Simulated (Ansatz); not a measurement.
Here is an Ansatz 0.2.0 calculation.

File input.yaml:

```yaml
crystal:
  lattice:
    - [0.0, 2.034518, 2.034518]
    - [2.034518, 0.0, 2.034518]
    - [2.034518, 2.034518, 0.0]
  atoms:
    - { symbol: Al, position: [0.5, 0.5, 0.5] }
    - { symbol: "N", position: [0.0, 0.0, 0.0] }
hamiltonian:
  xc: pbesol
  pseudopotentials: { kind: paw }
  dispersion: d4
kpoints:
  mp_grid: { grid: [11, 11, 11] }
scf:
  occupations: { method: fermi_dirac, width: 0.05 }
output:
  forces: true
  stress: true
  eigenvalues: true
relax:
  f_tol: 0.01
  max_steps: 40
  cell: { stress_tol: 0.05 }
```

Potentials or basis: Ansatz PAW.

Command:

```bash
$ ansatz run input.yaml --threads 2 --pin off --max-ram 5632MiB --backend cpu --events-out ev --progress --plain --runs-dir out
```

**Question.** Predict the relaxed volume.

**Answer.** 8.15 Å³/atom.

**Question.** Predict the relaxed cell.

**Answer.** a = 2.846 Å, b = 2.846 Å, c = 2.846 Å, α = 60.00°, β = 60.00°, γ = 60.00°.

Final structure:
```
Al N
1.0
     0.00000    2.01277    2.01277
     2.01277    0.00000    2.01277
     2.01277    2.01277    0.00000
Al N
1 1
Direct
  0.50000 0.50000 0.50000
  0.00000 0.00000 0.00000
```

Caveat: odd divisions of the mesh miss points on the zone boundary, where band edges often lie, so the gap on the mesh can be too wide; the pressure holds a Pulay correction of +0.6 GPa for the finite cutoff; the PAW data sets come from PBE, with cores solved anew for the run's functional, which leaves a small shift of forces and pressure.
